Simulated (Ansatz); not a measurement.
Ansatz input

```yaml
crystal:
  lattice:
    - [2.5789675221, 0.0, 0.0]
    - [-1.2894837611, 2.2334513897, 0.0]
    - [0.0, 0.0, 4.2230105798]
  atoms:
    - { symbol: Ni, position: [0.3333333333, 0.6666666667, 0.25], spin: 0.71 }
    - { symbol: Ni, position: [0.6666666667, 0.3333333333, 0.75], spin: 0.71 }
hamiltonian:
  xc: rpbe
  pseudopotentials:
    kind: paw
    azcp:
      Ni: "pseudopotentials/Ni.paw.azcp"
basis:
  ecutwfc: 420
  fft_grid_basis: typed
kpoints:
  mp_grid: { grid: [16, 16, 9], shift: [0, 0, 0] }
magnetization:
  spin_polarized: true
scf:
  occupations: { method: fermi_dirac, width: 0.05 }
  lower_state_search: "off"
output:
  stress: true
```

Terminal output

```
Engine: ansatz 0.2.0, aarch64-unknown-linux-gnu
Pseudopotentials: kind: paw
Pseudopotential: Ni, paw, valence charge 18, recommended cutoff 420 eV (normal) 
Functional definition: RPBE
  parameter kappa = 0.804
  parameter beta = 0.06672455060314922
  exchange = rpbe_x(kappa = kappa, mu = beta*pi^2/3)
  correlation = pbe_c(beta = beta)
Crystal: 2 atoms, lattice volume = 24.325 Å³
Basis set: ecut = 420 eV, 465 PW (Γ)
Bands: 23, of which v1, the nominal top of the filled ones, is band 18 counted from 1 (17 counted from 0)
Symmetry: 24 space group operations
Space group: P63/mmc (ITA 194), of the structure as read, at distance tolerance 2.9e-5 Å
Magnetic group: BNS 194.263 (UNI 1493), of the structure as read, at distance tolerance 2.9e-5 Å
k-points: 150 of 2304
Non-local potential: Ni, projectors of the file, l = 0: 3, l = 1: 2, l = 2: 3, l = 3: 1
PAW form: soft (Blöchl's): semilocal exchange-correlation on the pseudo side does not see the compensation charge
PAW frozen core: Ni, regenerated for the run's functional, and the local potential with it (the file was generated under x = pbe(κ = 0.804, μ = 0.2195149727645171), c = pbe(β = 0.06672455060314922))
PAW one-centre angular grid: Ni, 590 points (default); XC on 64 Gauss nodes
Initial density: superposition of atomic densities (chi_scale 0.1, normalization cell)
Starting moments: Σ|m| = 1.42 μB on 2 of 2 sites
Initial wavefunctions: pseudopotential atomic-orbital guess
Functional: x = rpbe, c = pbe(β = 0.06672455060314922)
iter 1 solved again at ethr=1.79e-3 eV; its pass at ethr=3.10e-3 eV (dr2=6.43e-1 eV) is discarded
SCF iter   1: F=—  HF=-11689.397992 eV  |F-HF|=—  |Δ(HF+E_count)|=         —  Δρ=4.04e-2 (↑4.04e-2 ↓3.04e-2)  dr2=6.42e-1  dr2_m=1.14e-2  M=1.223 μB ∫|m|=1.288 μB  β_m=0.30  ethr=1.79e-3  ⟨swp⟩=1.0  Hψ=34649  notcnv=0
SCF iter   2: F=—  HF=-11689.357095 eV  |F-HF|=—  |Δ(HF+E_count)|=   4.09e-2  Δρ=1.77e-2 (↑1.77e-2 ↓5.57e-3)  dr2=4.35e-2  dr2_m=2.20e-2  M=1.293 μB ∫|m|=1.376 μB  β_m=1.00  ethr=1.78e-3  ⟨swp⟩=2.6  Hψ=10831  notcnv=0
SCF iter   3: F=—  HF=-11689.356926 eV  |F-HF|=—  |Δ(HF+E_count)|=   1.69e-4  Δρ=1.01e-2 (↑1.01e-2 ↓3.11e-3)  dr2=2.43e-2  dr2_m=3.66e-3  M=1.288 μB ∫|m|=1.442 μB  β_m=1.00  ethr=1.21e-4  ⟨swp⟩=2.1  Hψ=10095  notcnv=0  defer=3
SCF iter   4: F=—  HF=-11689.348413 eV  |F-HF|=—  |Δ(HF+E_count)|=   8.51e-3  Δρ=4.33e-3 (↑2.36e-3 ↓4.33e-3)  dr2=4.07e-4  dr2_m=2.34e-3  M=1.315 μB ∫|m|=1.489 μB  β_m=1.00  ethr=6.75e-5  ⟨swp⟩=2.0  Hψ=9714  notcnv=0  defer=3
SCF iter   5: F=—  HF=-11689.352633 eV  |F-HF|=—  |Δ(HF+E_count)|=   4.22e-3  Δρ=3.17e-3 (↑1.18e-3 ↓3.17e-3)  dr2=4.73e-4  dr2_m=1.00e-3  M=1.335 μB ∫|m|=1.519 μB  β_m=1.00  ethr=1.13e-6  ⟨swp⟩=2.2  Hψ=11359  notcnv=0  defer=3
SCF iter   6: F=—  HF=-11689.356832 eV  |F-HF|=—  |Δ(HF+E_count)|=   4.20e-3  Δρ=2.37e-3 (↑9.97e-4 ↓2.37e-3)  dr2=2.78e-4  dr2_m=6.21e-4  M=1.353 μB ∫|m|=1.542 μB  β_m=1.00  ethr=1.13e-6  ⟨swp⟩=2.1  Hψ=11402  notcnv=0  defer=3
SCF iter   7: F=—  HF=-11689.359508 eV  |F-HF|=—  |Δ(HF+E_count)|=   2.68e-3  Δρ=1.78e-3 (↑8.24e-4 ↓1.78e-3)  dr2=1.35e-4  dr2_m=3.72e-4  M=1.366 μB ∫|m|=1.559 μB  β_m=1.00  ethr=7.72e-7  ⟨swp⟩=1.6  Hψ=8681  notcnv=0  defer=3
SCF iter   8: F=—  HF=-11689.361498 eV  |F-HF|=—  |Δ(HF+E_count)|=   1.99e-3  Δρ=1.14e-3 (↑1.14e-3 ↓8.59e-4)  dr2=1.21e-5  dr2_m=2.23e-4  M=1.376 μB ∫|m|=1.573 μB  β_m=0.30  ethr=3.76e-7  ⟨swp⟩=2.0  Hψ=11116  notcnv=0  defer=3
Mixer restart at iter 8: flushing history
spin-set hold released at iteration 8 (site moments contracting): the magnetisation degrees of freedom join the quasi-Newton model from the next iteration; the mixer history was flushed
SCF iter   9: F=—  HF=-11689.363413 eV  |F-HF|=—  |Δ(HF+E_count)|=   1.91e-3  Δρ=1.66e-3 (↑1.42e-3 ↓1.66e-3)  dr2=9.75e-6  dr2_m=5.30e-4  M=1.386 μB ∫|m|=1.584 μB  β_m=0.49  ethr=3.36e-8  ⟨swp⟩=2.0  Hψ=12405  notcnv=0  defer=3
SCF iter  10: F=—  HF=-11689.365971 eV  |F-HF|=—  |Δ(HF+E_count)|=   2.56e-3  Δρ=2.83e-3 (↑2.83e-3 ↓5.22e-4)  dr2=1.43e-3  dr2_m=3.26e-4  M=1.404 μB ∫|m|=1.611 μB  β_m=0.59  ethr=2.71e-8  ⟨swp⟩=3.1  Hψ=16122  notcnv=0  defer=3
SCF iter  11: F=—  HF=-11689.366196 eV  |F-HF|=—  |Δ(HF+E_count)|=   2.25e-4  Δρ=3.43e-3 (↑6.24e-4 ↓3.43e-3)  dr2=2.14e-3  dr2_m=4.83e-4  M=1.427 μB ∫|m|=1.640 μB  β_m=0.53  ethr=2.71e-8  ⟨swp⟩=3.1  Hψ=18711  notcnv=0  defer=6
SCF iter  12: F=—  HF=-11689.365962 eV  |F-HF|=—  |Δ(HF+E_count)|=   2.34e-4  Δρ=1.52e-3 (↑1.99e-4 ↓1.52e-3)  dr2=3.73e-4  dr2_m=1.11e-4  M=1.425 μB ∫|m|=1.639 μB  β_m=0.77  ethr=2.71e-8  ⟨swp⟩=2.7  Hψ=14090  notcnv=0  defer=6
SCF iter  13: F=—  HF=-11689.365919 eV  |F-HF|=—  |Δ(HF+E_count)|=   4.30e-5  Δρ=3.19e-4 (↑4.37e-5 ↓3.19e-4)  dr2=1.68e-5  dr2_m=4.72e-6  M=1.424 μB ∫|m|=1.639 μB  β_m=0.75  ethr=2.71e-8  ⟨swp⟩=2.0  Hψ=12283  notcnv=0  defer=6
SCF iter  14: F=—  HF=-11689.365917 eV  |F-HF|=—  |Δ(HF+E_count)|=   1.96e-6  Δρ=3.61e-5 (↑4.40e-6 ↓3.61e-5)  dr2=1.96e-7  dr2_m=6.43e-8  M=1.424 μB ∫|m|=1.640 μB  β_m=0.74  ethr=2.71e-8  ⟨swp⟩=2.0  Hψ=9481  notcnv=0  defer=6
SCF iter  15: F=-11689.365917 eV  HF=-11689.365917 eV  |F-HF|=3.37e-10  |Δ(HF+E_count)|=   1.26e-8  Δρ=5.51e-6 (↑9.27e-7 ↓5.51e-6)  dr2=2.17e-9  dr2_m=1.74e-9  M=1.424 μB ∫|m|=1.640 μB  ethr=2.78e-10  ⟨swp⟩=4.0  Hψ=23969  notcnv=0
SCF 1 converged in 15 iterations: F = -11689.365917 eV  dr2 = 2.17e-9
SCF converged after 15 iterations
Magnetization: 1.4238 μB (18.7119 up, 17.2881 down)
Absolute magnetization: 1.6413 μB (∫|ρ↑−ρ↓|, with the PAW one-centre terms)
Spin contamination: 0.0201 ħ² per cell (⟨S²⟩ above its minimum at these occupations)
Per-site moments (μB) at R_I (Å): [(0.7572485594629079, 1.063824102872536), (0.757248559462908, 1.063824102872536)]
Free energy (F): -11689.365917 eV
Harris-Foulkes:  -11689.365917 eV  (|F-HF|=3.37e-10)
Internal energy: -11689.325348 eV  (E = F + TS)
E sigma→0 (E₀):  -11689.345633 eV
Entropy (-TS):   -0.040569 eV (-20.284 meV/atom)
Fermi energy:    15.964450 eV
--- Per-component energies (eV) ---
  E_band       = -643.163339
  E_kinetic    = 559.706463
  E_local      = -7240.335417  (includes V_loc(G=0)·N_el)
  E_nonlocal   = 1273.862397
  E_hartree    = 3016.721047
  E_xc         = -167.419731
  E_vxc        = -215.435397  (∫ρ·V_xc dr)
  E_paw        = -3272.444872  (= ΣΔE_a)
  E_vpaw       = -1054.408863  (= ΣTr[D̂ρ^β])
  E_aug_tail   = 0.001049  (compensation charges beyond the density's cutoff)
  E_ewald      = -5859.327593
  E_core_change = -0.088691  (= ΣΔE_core)
  E_smearing   = -0.040569  (= −TS)
  E_closure    = -0.000000  (closes the sum)
  Σ components = -11689.365917   (vs F -11689.365917, Δ=0.00e0)
--- Stress (GPa, compression-positive) ---
      -11.364568      -0.000000      -0.000000
       -0.000000     -11.364568      -0.000000
       -0.000000      -0.000000     -11.227105
  P = ⅓ Tr σ = -11.3187 GPa (-113.187 kbar)
```
